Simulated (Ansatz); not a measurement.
Data:

CaF₂:
```
CELL_PARAMETERS angstrom
      0.00000     2.71038     2.71038
      2.71038     0.00000     2.71038
      2.71038     2.71038     0.00000
ATOMIC_POSITIONS crystal
  Ca 0.00000 0.00000 0.00000
  F  0.25000 0.25000 0.25000
  F  0.75000 0.75000 0.75000
```

This is the PBEsol-relaxed structure.

### Question
All from DFT-PBEsol in the program Ansatz with PAW potentials, unless another level is named. Estimate the HSE06 gap on the PBEsol cell.

### Answer
9.52 eV.

### Question
Predict the weight of the conduction-edge state by species (Voronoi cells).

### Answer
F 77 %, Ca 23 %.

### Question
What about the weight of the valence-edge state by species (Voronoi cells)?

### Answer
F 99 %.

Space group Fm-3m (fluorite). Symmetry was held in the PBEsol relaxation.

Potentials: the later of the program's two PAW sets.
